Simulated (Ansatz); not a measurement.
Space group P4_2/nmc:1 (No. 137). a = 3.577 Å, b = 3.577 Å, c = 5.203 Å, α = 90.00°, β = 90.00°, γ = 90.00°
```tsv
atom	site	symmetry	x	y	z
Hf	2a	-4m2	0.5000	0.5000	0.5000
O	4d	2mm.	0.0000	0.5000	0.6962
```

Equation of state of this HfO2 structure (not necessarily the ground state), with shape and atoms relaxed at each volume where symmetry leaves them free. All numbers below come from DFT r2SCAN, scalar-relativistic, plane waves, PAW in Ansatz.

Cutoff 500 eV; k points 6×6×6 on the computed 6-atom cell (Γ-centred); Gaussian smearing, width 0.02 eV; no spin polarisation.

```csv
V (Å³/atom),E − E(largest V) (meV/atom),P (GPa),gap on mesh (eV)
9.762,74.44,35.16,5.00
10.095,13.62,23.76,5.09
10.428,-25.58,14.28,5.15
10.761,-46.84,6.44,5.22
11.094,-53.29,-0.01,5.26
11.426,-47.64,-5.25,5.27
11.759,-32.22,-9.43,5.28
12.203,0.00,-13.57,5.29
```

Task: Fit a third-order Birch–Murnaghan equation to E(V).

Result: V0 = 11.10 Å³/atom, B0 = 191 GPa, B0' = 5.8.

Spin-orbit coupling is left out, which matters for the bands of heavy elements.

This form isn't the usual stable structure of the compound.